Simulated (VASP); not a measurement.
A run of VASP 6.6.1 is set up as follows.

File INCAR:

```
  ALGO = Normal
  EDIFF = 1E-7
  EDIFFG = -0.005
  ENCUT = 300
  GGA = PE
  IBRION = 2
  ISIF = 3
  ISMEAR = 0
  LASPH = T
  LCHARG = F
  LREAL = F
  LWAVE = F
  NELM = 80
  NSW = 90
  PREC = Accurate
  SIGMA = 0.03
```

Contents of KPOINTS:

```
k-points
0
Gamma
  4 4 4
```

File POSCAR:

```
SnSe                                    
1.0
    3.6996202329      0.0000000000      0.0000000000
    0.0000000000      3.6996202329      0.0000000000
   -0.0000000000      0.0000000000      3.6996202329
  Sn              Se            
     1     1
Direct
     0.5000000000000000    0.5000000000000000    0.5000000000000000
     0.0000000000000000    0.0000000000000000    0.0000000000000000
```

Potentials or basis: VASP PAW PBE potentials, release 64 (Sn, Se).

Command:

```console
$ cat potpaw_PBE.64/Sn/POTCAR potpaw_PBE.64/Se/POTCAR > POTCAR
$ mpirun -np 1 vasp_std > vasp.out
```

What does it give for the relaxed cell?

a = 3.705 Å, b = 3.705 Å, c = 3.705 Å, α = 90.00°, β = 90.00°, γ = 90.00°.

Estimate the band gap on the k mesh.

none (metal or under the smearing width).

Predict the relaxed volume.

25.44 Å³/atom.

What does it give for the space group after relaxing (to 0.05 Å)?

Pm-3m (No. 221).

Step by step:
```
step  energy change (eV)  largest force (eV/Å)  pressure (GPa)  volume (Å³)
   1              0.0000                0.0000            0.26        50.64
   2             -0.0002                0.0000           -0.06        50.93
   3             -0.0002                0.0000            0.00        50.88
```

Caveat: the k mesh is coarse (spacing up to 0.42 Å⁻¹), so the values aren't converged.
